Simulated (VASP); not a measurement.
SnO2 (Cassiterite): phonons with PBE

Crystal: SnO2 (Cassiterite).

```xyz
6
Lattice="4.8294 0.0000 0.0000 0.0000 4.8294 0.0000 0.0000 0.0000 3.2422" Properties=species:S:1:pos:R:3 pbc="T T T"
Sn    0.0000    0.0000    0.0000
Sn    2.4147    2.4147    1.6211
O     1.4805    1.4805    0.0000
O     0.9342    3.8952    1.6211
O     3.3489    3.3489    0.0000
O     3.8952    0.9342    1.6211
```

```
Program                : VASP 6.6.1
Task                   : phonons
Functional             : PBE
Potentials or basis    : VASP PAW PBE potentials, release 64 (Sn_d, O)
Cutoff                 : 600 eV
k mesh                 : 6 × 6 × 8
Occupations            : gaussian, width 0.03 eV
Spin                   : no spin polarisation
By perturbation theory : no
Further INCAR settings : ALGO = Normal; EDIFF = 1e-08; IBRION = 6; POTIM = 0.015; NSW = 1
```

```yaml
Highest_phonon_frequency_at_Γ_LO-TO_splitting_left_out: 707 cm⁻¹
```

Phonon frequencies in cm⁻¹ (negative: imaginary):
```csv
q point,frequencies
"(0.000, 0.000, 0.000)",0 0 0 108 141 219 219 261 261 340 432 438 438 529 552 552 585 707
```

Run time: 21 min on 2 MPI ranks on Intel(R) Xeon(R) Platinum 8559C (Emerald Rapids), with other jobs on the host, peak memory 0.48 GiB a rank.
